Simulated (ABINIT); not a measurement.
# KCl (Pm-3m) in ABINIT: reference runs

Aim: a first look at KCl with PBEsol, on the cell as given.

Everything below comes from runs of ABINIT 10.8.3 (patched build). Logs are shortened: lines on timing, memory, paths and dates and some standing lists are left out, and cuts for length are marked. The log counts tension as positive stress, the text compression.

### 1 Starting point

It takes space group Pm-3m (No. 221, cubic). The conventional cell has a = 3.839 Å, b = 3.839 Å, c = 3.839 Å, α = 90.00°, β = 90.00°, γ = 90.00°. Around K (site symmetry m-3m) lie 8 Cl at 3.32 Å. Cl (site symmetry m-3m) has 8 K at 3.32 Å as nearest neighbours.

Measurements of this composition are mostly on another form, of space group No. 225.

### 2 Single point, PBEsol

run.abi

```
# Pseudopotentials
pp_dirpath "./"
pseudos "K.upf, Cl.upf"

# Structure
acell 3*1.0
rprim
     7.2550289788     0.0000000000     0.0000000000
     0.0000000000     7.2550289788     0.0000000000
     0.0000000000     0.0000000000     7.2550289788
ntypat 2
znucl 19 17
natom 2
typat 1 2
xred
     0.0000000000     0.0000000000     0.0000000000
     0.5000000000     0.5000000000     0.5000000000

# Plane-wave basis
ecut 37.0

# k points
kptopt 1
ngkpt 7 7 7
nshiftk 1
shiftk 0.0 0.0 0.0

# Exchange and correlation
ixc -116133

# Bands and occupations
nband 12
occopt 3
tsmear 0.00183747

# SCF cycle
nstep 100
tolvrs 1.0e-10

# Output
iomode 3
prtwf 0
prtden 0
prteig 0
prtebands 0
enunit 1
```

Potentials or basis: PseudoDojo NC SR PBEsol v0.4.1 standard.

Launch:

```bash
$ mpirun --bind-to none -np 4 abinit run.abi > log 2>&1
```

run.abo:

```text
.Version 10.8.3 of ABINIT
 Symmetries : space group Pm -3 m (#221); Bravais cP (primitive cubic)
================================================================================
 Values of the parameters that define the memory need of the present run
     intxc =       0    ionmov =       0      iscf =       7    lmnmax =       6
     lnmax =       6     mgfft =      40  mpssoang =       3    mqgrid =    3001
     natom =       2  nloc_mem =       1    nspden =       1   nspinor =       1
    nsppol =       1      nsym =      48    n1xccc =    2501    ntypat =       2
    occopt =       3   xclevel =       2
       mpw =        4119          nfft =       64000          nkpt =          20
================================================================================
================================================================================

--------------------------------------------------------------------------------
------------- Echo of variables that govern the present computation ------------
--------------------------------------------------------------------------------
 -outvars: echo values of preprocessed input variables --------
            acell      1.0000000000E+00  1.0000000000E+00  1.0000000000E+00 Bohr
              amu      3.90983000E+01  3.54527000E+01
             ecut      3.70000000E+01 Hartree
           enunit           1
              ixc     -116133
         kptrlatt        7    0    0      0    7    0      0    0    7
          kptrlen      5.07852029E+01
            natom           2
            nband          12
            ngfft          40      40      40
             nkpt          20
            nstep         100
             nsym          48
           ntypat           2
           occopt           3
           prtden           0
        prtebands           0
           prteig           0
            prtwf           0
            rprim      7.2550289788E+00  0.0000000000E+00  0.0000000000E+00
                       0.0000000000E+00  7.2550289788E+00  0.0000000000E+00
                       0.0000000000E+00  0.0000000000E+00  7.2550289788E+00
          spgroup         221
           tolvrs      1.00000000E-10
           tsmear      1.83747000E-03 Hartree
            typat      1  2
           xangst      0.0000000000E+00  0.0000000000E+00  0.0000000000E+00
                       1.9195979987E+00  1.9195979987E+00  1.9195979987E+00
            xcart      0.0000000000E+00  0.0000000000E+00  0.0000000000E+00
                       3.6275144894E+00  3.6275144894E+00  3.6275144894E+00
             xred      0.0000000000E+00  0.0000000000E+00  0.0000000000E+00
                       5.0000000000E-01  5.0000000000E-01  5.0000000000E-01
            znucl       19.00000   17.00000

================================================================================

 chkinp: Checking input parameters for consistency.

================================================================================
== DATASET  1 ==================================================================

--- !DatasetInfo
iteration_state: {dtset: 1, }
dimensions: {natom: 2, nkpt: 20, mband: 12, nsppol: 1, nspinor: 1, nspden: 1, mpw: 4119, }
cutoff_energies: {ecut:  37.0, pawecutdg:  -1.0, }
electrons: {nelect:   1.60000000E+01, charge:   0.00000000E+00, occopt:   3.00000000E+00, tsmear:   1.83747000E-03, }
meta: {optdriver: 0, ionmov: 0, optcell: 0, iscf: 7, paral_kgb: 0, }
...

 Real(R)+Recip(G) space primitive vectors, cartesian coordinates (Bohr,Bohr^-1):
 R(1)=  7.2550290  0.0000000  0.0000000  G(1)=  0.1378354  0.0000000  0.0000000
 R(2)=  0.0000000  7.2550290  0.0000000  G(2)=  0.0000000  0.1378354  0.0000000
 R(3)=  0.0000000  0.0000000  7.2550290  G(3)=  0.0000000  0.0000000  0.1378354
 Unit cell volume ucvol=  3.8187168E+02 bohr^3
 Angles (23,13,12)=  9.00000000E+01  9.00000000E+01  9.00000000E+01 degrees

 getcut: wavevector=  0.0000  0.0000  0.0000  ngfft=  40  40  40
         ecut(hartree)=     37.000   => boxcut(ratio)=   2.01351

--- Pseudopotential description ------------------------------------------------
- pspini: atom type   1  psp file is ./K.upf
12 -116133 2 -1 2250                          pspcod,pspxc,lmax,lloc,mmax
     nproj     2     2     2

- pspini: atom type   2  psp file is ./Cl.upf
12 -116133 2 -1 1028                          pspcod,pspxc,lmax,lloc,mmax
     nproj     2     2     2

   2.76483976E+02                                ecore*ucvol(ha*bohr**3)
--------------------------------------------------------------------------------

================================================================================

--- !BeginCycle
iteration_state: {dtset: 1, }
solver: {iscf: 7, nstep: 100, nline: 4, wfoptalg: 0, }
tolerances: {tolvrs: 1.00E-10, }
...

     iter   Etot(hartree)      deltaE(h)  residm     vres2
 ETOT  1  -46.469431470222    -4.647E+01 3.840E-02 1.083E+02
 ETOT  2  -46.492933141107    -2.350E-02 1.363E-02 5.824E+00
 ETOT  3  -46.494089040480    -1.156E-03 2.378E-03 8.524E-01
 ETOT  4  -46.494156526219    -6.749E-05 1.810E-03 1.314E-02
 ETOT  5  -46.494157179333    -6.531E-07 6.113E-04 3.114E-04
 ETOT  6  -46.494157191451    -1.212E-08 5.336E-04 2.003E-05
 ETOT  7  -46.494157192287    -8.358E-10 2.182E-04 3.403E-07
 ETOT  8  -46.494157192314    -2.701E-11 3.185E-04 6.290E-09
 ETOT  9  -46.494157192316    -1.968E-12 1.339E-04 1.462E-10
 ETOT 10  -46.494157192315     9.521E-13 1.857E-04 4.436E-12

 At SCF step   10       vres2   =  4.44E-12 < tolvrs=  1.00E-10 =>converged.

 Cartesian components of stress tensor (hartree/bohr^3)
  sigma(1 1)=  4.94962769E-05  sigma(3 2)=  0.00000000E+00
  sigma(2 2)=  4.94962769E-05  sigma(3 1)=  0.00000000E+00
  sigma(3 3)=  4.94962769E-05  sigma(2 1)=  0.00000000E+00

--- !ResultsGS
iteration_state: {dtset: 1, }
comment   : Summary of ground state results
lattice_vectors:
- [  7.2550290,   0.0000000,   0.0000000, ]
- [  0.0000000,   7.2550290,   0.0000000, ]
- [  0.0000000,   0.0000000,   7.2550290, ]
lattice_lengths: [   7.25503,    7.25503,    7.25503, ]
lattice_angles: [ 90.000,  90.000,  90.000, ] # degrees, (23, 13, 12)
lattice_volume:   3.8187168E+02
convergence: {deltae:  9.521E-13, res2:  4.436E-12, residm:  1.857E-04, diffor: null, }
etotal    :  -4.64941572E+01
entropy   :   0.00000000E+00
fermie    :   9.45868560E-02
cartesian_stress_tensor: # hartree/bohr^3
- [  4.94962769E-05,   0.00000000E+00,   0.00000000E+00, ]
- [  0.00000000E+00,   4.94962769E-05,   0.00000000E+00, ]
- [  0.00000000E+00,   0.00000000E+00,   4.94962769E-05, ]
pressure_GPa:  -1.4562E+00
xred      :
- [  0.0000E+00,   0.0000E+00,   0.0000E+00,  K]
- [  5.0000E-01,   5.0000E-01,   5.0000E-01, Cl]
cartesian_forces: # hartree/bohr
- [ -0.00000000E+00,  -0.00000000E+00,  -0.00000000E+00, ]
- [ -0.00000000E+00,  -0.00000000E+00,  -0.00000000E+00, ]
force_length_stats: {min:   0.00000000E+00, max:   0.00000000E+00, mean:   0.00000000E+00, }
...

 Integrated electronic density in atomic spheres:
 ------------------------------------------------
 Atom  Sphere_radius  Integrated_density
    1        2.00000          6.90741244
    2        2.00000          5.03332686
================================================================================

 ----iterations are completed or convergence reached----

 Mean square residual over all n,k,spin=   29.586E-07; max=  18.567E-05
 reduced coordinates (array xred) for    2 atoms
       0.000000000000      0.000000000000      0.000000000000
       0.500000000000      0.500000000000      0.500000000000
 rms dE/dt=  0.0000E+00; max dE/dt=  0.0000E+00; dE/dt below (all hartree)
    1       0.000000000000      0.000000000000      0.000000000000
    2       0.000000000000      0.000000000000      0.000000000000

 cartesian coordinates (angstrom) at end:
    1      0.00000000000000     0.00000000000000     0.00000000000000
    2      1.91959799870863     1.91959799870863     1.91959799870863

 cartesian forces (hartree/bohr) at end:
    1     -0.00000000000000    -0.00000000000000    -0.00000000000000
    2     -0.00000000000000    -0.00000000000000    -0.00000000000000
 frms,max,avg= 0.0000000E+00 0.0000000E+00   0.000E+00  0.000E+00  0.000E+00 h/b

 cartesian forces (eV/Angstrom) at end:
    1     -0.00000000000000    -0.00000000000000    -0.00000000000000
    2     -0.00000000000000    -0.00000000000000    -0.00000000000000
 frms,max,avg= 0.0000000E+00 0.0000000E+00   0.000E+00  0.000E+00  0.000E+00 e/A
 length scales=  1.000000000000  1.000000000000  1.000000000000 bohr
              =  0.529177210544  0.529177210544  0.529177210544 angstroms
 Fermi (or HOMO) energy (eV) =   2.57384   Average Vxc (eV)=  -8.38274
 Eigenvalues (   eV  ) for nkpt=  20  k points:
 kpt#   1, nband= 12, wtk=  0.00292, kpt=  0.0000  0.0000  0.0000 (reduced coord)
 -27.00339  -11.66112  -10.45411  -10.45411  -10.45411    0.67919    0.67919    0.67919
   5.50932    7.32822    7.32822   11.43288
 prteigrs : prtvol=0 or 1, do not print more k-points.

--- !EnergyTerms
iteration_state     : {dtset: 1, }
comment             : Components of total free energy in Hartree
kinetic             :  1.58383856678789E+01
hartree             :  8.74676074737661E+00
xc                  : -1.08042664042949E+01
Ewald energy        : -3.23839233398718E+01
psp_core            :  7.24023247631161E-01
local_psp           : -3.51085595092437E+01
non_local_psp       :  6.49342239820899E+00
internal            : -4.64941571923147E+01
'-kT*entropy'       :  1.25294870812291E-15
total_energy        : -4.64941571923147E+01
total_energy_eV     : -1.26517046954143E+03
band_energy         : -5.13200960221809E+00
...

 Cartesian components of stress tensor (hartree/bohr^3)
  sigma(1 1)=  4.94962769E-05  sigma(3 2)=  0.00000000E+00
  sigma(2 2)=  4.94962769E-05  sigma(3 1)=  0.00000000E+00
  sigma(3 3)=  4.94962769E-05  sigma(2 1)=  0.00000000E+00

-Cartesian components of stress tensor (GPa)         [Pressure= -1.4562E+00 GPa]
- sigma(1 1)=  1.45623074E+00  sigma(3 2)=  0.00000000E+00
- sigma(2 2)=  1.45623074E+00  sigma(3 1)=  0.00000000E+00
- sigma(3 3)=  1.45623074E+00  sigma(2 1)=  0.00000000E+00

== END DATASET(S) ==============================================================
================================================================================

 -outvars: echo values of variables after computation  --------
            acell      1.0000000000E+00  1.0000000000E+00  1.0000000000E+00 Bohr
           etotal     -4.6494157192E+01
            fcart     -0.0000000000E+00 -0.0000000000E+00 -0.0000000000E+00
                      -0.0000000000E+00 -0.0000000000E+00 -0.0000000000E+00
            rprim      7.2550289788E+00  0.0000000000E+00  0.0000000000E+00
                       0.0000000000E+00  7.2550289788E+00  0.0000000000E+00
                       0.0000000000E+00  0.0000000000E+00  7.2550289788E+00
           strten      4.9496276907E-05  4.9496276907E-05  4.9496276907E-05
                       0.0000000000E+00  0.0000000000E+00  0.0000000000E+00
           xangst      0.0000000000E+00  0.0000000000E+00  0.0000000000E+00
                       1.9195979987E+00  1.9195979987E+00  1.9195979987E+00
             xred      0.0000000000E+00  0.0000000000E+00  0.0000000000E+00
                       5.0000000000E-01  5.0000000000E-01  5.0000000000E-01
 Calculation completed.
```

Wall time 17 s (4 MPI ranks of Intel Xeon Platinum 8488C (Sapphire Rapids), shared host); peak memory 0.28 GiB.

Results:

```
Free energy                                           : -1265.1705 eV
Pressure                                              : -1.5 GPa
Band gap on the k mesh                                : 4.64 eV, indirect (least direct gap 4.83 eV)
Valence electrons inside the program's atomic spheres : K 6.91; Cl 5.03
```

Caveat: an odd mesh through Γ misses points on the zone boundary, where band edges often lie.

### 3 Equation of state, PBEsol

Edit run.abi of step 2 so:

```diff
@@ -1 +1,11 @@
+# Datasets: one volume each
+ndtset 7
+scalecart1 3*0.9795861087
+scalecart2 3*0.9864848297
+scalecart3 3*0.9932883884
+scalecart4 3*1.0000000000
+scalecart5 3*1.0066227096
+scalecart6 3*1.0131594038
+scalecart7 3*1.0196128224
+
 # Pseudopotentials
@@ -45,2 +55 @@
 prtebands 0
-enunit 1
```

Potentials or basis: PseudoDojo NC SR PBEsol v0.4.1 standard.

Launch:

```bash
$ mpirun --bind-to none -np 4 abinit run.abi > log 2>&1
```

run.abo:

```text
.Version 10.8.3 of ABINIT
 DATASET    1 : space group Pm -3 m (#221); Bravais cP (primitive cubic)
================================================================================
 Values of the parameters that define the memory need for DATASET  1.
     intxc =       0    ionmov =       0      iscf =       7    lmnmax =       6
     lnmax =       6     mgfft =      40  mpssoang =       3    mqgrid =    3001
     natom =       2  nloc_mem =       1    nspden =       1   nspinor =       1
    nsppol =       1      nsym =      48    n1xccc =    2501    ntypat =       2
    occopt =       3   xclevel =       2
       mpw =        3870          nfft =       64000          nkpt =          20
================================================================================
================================================================================
[... 61 lines left out ...]
 DATASET    7 : space group Pm -3 m (#221); Bravais cP (primitive cubic)
================================================================================
 Values of the parameters that define the memory need for DATASET  7.
     intxc =       0    ionmov =       0      iscf =       7    lmnmax =       6
     lnmax =       6     mgfft =      45  mpssoang =       3    mqgrid =    3001
     natom =       2  nloc_mem =       1    nspden =       1   nspinor =       1
    nsppol =       1      nsym =      48    n1xccc =    2501    ntypat =       2
    occopt =       3   xclevel =       2
       mpw =        4363          nfft =       91125          nkpt =          20
================================================================================
================================================================================

[... 1145 lines left out ...]
           etotal2    -4.6494748282E+01
           etotal3    -4.6494495341E+01
           etotal4    -4.6494157192E+01
           etotal5    -4.6493744205E+01
           etotal6    -4.6493265597E+01
           etotal7    -4.6492729558E+01
            fcart1    -0.0000000000E+00 -0.0000000000E+00 -0.0000000000E+00
                      -0.0000000000E+00 -0.0000000000E+00 -0.0000000000E+00
            fcart2    -0.0000000000E+00 -0.0000000000E+00 -0.0000000000E+00
                      -0.0000000000E+00 -0.0000000000E+00 -0.0000000000E+00
            fcart3    -0.0000000000E+00 -0.0000000000E+00 -0.0000000000E+00
                      -0.0000000000E+00 -0.0000000000E+00 -0.0000000000E+00
            fcart4    -0.0000000000E+00 -0.0000000000E+00 -0.0000000000E+00
                      -0.0000000000E+00 -0.0000000000E+00 -0.0000000000E+00
            fcart5    -0.0000000000E+00 -0.0000000000E+00 -0.0000000000E+00
                      -0.0000000000E+00 -0.0000000000E+00 -0.0000000000E+00
[... 38 lines left out ...]
                       0.0000000000E+00  0.0000000000E+00  0.0000000000E+00
           xangst1     0.0000000000E+00  0.0000000000E+00  0.0000000000E+00
                       1.8804115338E+00  1.8804115338E+00  1.8804115338E+00
           xangst2     0.0000000000E+00  0.0000000000E+00  0.0000000000E+00
                       1.8936543048E+00  1.8936543048E+00  1.8936543048E+00
           xangst3     0.0000000000E+00  0.0000000000E+00  0.0000000000E+00
                       1.9067144025E+00  1.9067144025E+00  1.9067144025E+00
           xangst4     0.0000000000E+00  0.0000000000E+00  0.0000000000E+00
                       1.9195979987E+00  1.9195979987E+00  1.9195979987E+00
           xangst5     0.0000000000E+00  0.0000000000E+00  0.0000000000E+00
                       1.9323109388E+00  1.9323109388E+00  1.9323109388E+00
           xangst6     0.0000000000E+00  0.0000000000E+00  0.0000000000E+00
                       1.9448587639E+00  1.9448587639E+00  1.9448587639E+00
           xangst7     0.0000000000E+00  0.0000000000E+00  0.0000000000E+00
                       1.9572467333E+00  1.9572467333E+00  1.9572467333E+00
             xred      0.0000000000E+00  0.0000000000E+00  0.0000000000E+00
                       5.0000000000E-01  5.0000000000E-01  5.0000000000E-01
 Calculation completed.
```

It took 92 s on 4 MPI ranks of Intel Xeon Platinum 8488C (Sapphire Rapids), shared host; peak memory 0.48 GiB.

Results:

* Equilibrium volume: 26.10 Å³/atom (rough: see the caveat)
* Bulk modulus: 22 GPa (rough)

Energy against volume, from the lowest point:
```tsv
volume (Å³/atom)	energy (meV/atom)
26.596	0.00
27.162	2.12
27.728	5.56
28.294	10.16
28.860	15.78
29.426	22.30
29.991	29.59
```

Caveat: pressures at fixed basis lie under the slope of the energies; the minimum lies outside the volumes run.
